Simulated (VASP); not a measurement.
Crystal: CsSnI3.

```xyz
5
Lattice="6.2057 0.0000 0.0000 0.0000 6.2057 0.0000 0.0000 0.0000 6.2057" Properties=species:S:1:pos:R:3 pbc="T T T"
Cs    0.0000    0.0000    0.0000
I     3.1029    3.1029    0.0000
I     3.1029    0.0000    3.1029
I     0.0000    3.1029    3.1029
Sn    3.1029    3.1029    3.1029
```

| Property | Result |
| --- | --- |
| Program | VASP 6.6.1 |
| Task | relaxation of cell and atoms |
| Functional | PBE |
| Potentials or basis | VASP PAW PBE potentials, release 64 (Cs_sv_GW, I_GW, Sn_d_GW) |
| Cutoff | 600 eV |
| k mesh | 4 × 4 × 4 |
| Occupations | fermi-dirac, width 0.05 eV |
| Spin | no spin polarisation |

At the start: pressure 0.8 GPa; volume 47.80 Å³/atom.

Problem. Where does the relaxation end?

Solution. Over 3 steps the energy falls by 5.0 meV/atom and the volume is 49.99 Å³/atom (+4.6 %); space group Pm-3m (No. 221, to 0.05 Å).

The path:
| step | energy change (eV) | largest force (eV/Å) | pressure (GPa) | volume (Å³) |
| --- | --- | --- | --- | --- |
| 1 | 0.0000 | 0.0000 | 0.76 | 238.99 |
| 2 | -0.0231 | 0.0000 | 0.19 | 246.92 |
| 3 | -0.0248 | 0.0000 | -0.01 | 249.97 |

Final structure:
```cif
data_structure
_symmetry_space_group_name_H-M 'P 1'
_symmetry_Int_Tables_number 1
_cell_length_a 6.2994
_cell_length_b 6.2994
_cell_length_c 6.2994
_cell_angle_alpha 90.000
_cell_angle_beta 90.000
_cell_angle_gamma 90.000
_cell_volume 249.97
loop_
_atom_site_label
_atom_site_type_symbol
_atom_site_fract_x
_atom_site_fract_y
_atom_site_fract_z
_atom_site_occupancy
Cs1 Cs 0.00000 0.00000 0.00000 1
I1 I 0.50000 0.50000 0.00000 1
I2 I 0.50000 0.00000 0.50000 1
I3 I 0.00000 0.50000 0.50000 1
Sn1 Sn 0.50000 0.50000 0.50000 1
```
